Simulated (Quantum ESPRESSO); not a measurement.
ZnS (Wurtzite-4H):

```xyz
8
Lattice="3.8227 0.0000 0.0000 -1.9114 3.3106 0.0000 0.0000 0.0000 12.5200" Properties=species:S:1:pos:R:3 pbc="T T T"
Zn    1.9114    1.1035    9.3900
Zn    0.0000    2.2070    3.1300
Zn    0.0000    0.0000    6.2600
Zn    0.0000    0.0000    0.0000
S     1.9114    1.1035   11.7375
S     0.0000    2.2070    5.4775
S     0.0000    0.0000    8.6075
S     0.0000    0.0000    2.3475
```

Base run:

```yaml
Program: Quantum ESPRESSO 7.5
Functional: r2SCAN
Potentials_or_basis: SG15 PBE 1.2
Cutoff: 952 eV
Density_cutoff: 3810 eV
k_mesh: 8 × 8 × 3
Occupations: fermi-dirac, width 0.05 eV
Spin: no spin polarisation
```

Its results: band gap on the k mesh 2.64 eV, direct; pressure -0.3 GPa; largest force 0.037 eV/Å.

Question: The run is repeated on the same cell with these changes: functional from r2SCAN to PBE; potentials or basis from SG15 PBE 1.2 to GBRV 1.5 PBE; cutoff from 952 eV to 612 eV; density cutoff from 3810 eV to 4898 eV. What comes out?

Answer: Band gap on the k mesh 2.12 eV, direct; pressure 1.1 GPa; largest force 0.043 eV/Å.

Caveats: the potentials were made for another functional, which shifts forces and pressure (some runs).

Not every run made on this cell is shown here.
